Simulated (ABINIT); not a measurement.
A run of ABINIT 10.8.3 (patched build):

The input run.abi:

```
# Pseudopotentials
pp_dirpath "./"
pseudos "Sn.LDA_PW-JTH.xml, O.LDA_PW-JTH.xml"

# Structure
acell 3*1.0
rprim
     7.2068394886     0.0000000000     0.0000000000
     0.0000000000     7.2068394886     0.0000000000
     0.0000000000     0.0000000000     9.2349277318
ntypat 2
znucl 50 8
natom 4
typat 1 1 2 2
xred
     0.5000000000     0.0000000000     0.7646261400
     0.0000000000     0.5000000000     0.2353738600
     0.0000000000     0.0000000000     0.0000000000
     0.5000000000     0.5000000000     0.0000000000

# Plane-wave basis
ecut 23.0
pawecutdg 45.0

# k points
kptopt 1
ngkpt 6 6 5
nshiftk 1
shiftk 0.0 0.0 0.0

# Exchange and correlation
ixc 7

# Bands and occupations
nband 24
occopt 3
tsmear 0.00183747

# SCF cycle
nstep 100
tolvrs 1.0e-9

# Output
iomode 3
prtwf 0
prtden 0
prteig 0
prtebands 0
enunit 2
```

Potentials or basis: JTH PAW LDA v2.0.

Run with:

```console
$ abinit run.abi > log 2>&1
```

Hardware: 1 thread of Intel(R) Xeon(R) Platinum 8488C (Sapphire Rapids), with other jobs on the host.

Q: How long does it take, and how much memory?

A: Wall time 56 s on 1 thread of Intel(R) Xeon(R) Platinum 8488C (Sapphire Rapids), with other jobs on the host, peak memory 0.13 GiB. Counts: scf iterations 14, mpi ranks 1, k points 30, bands 24, plane waves 2542.
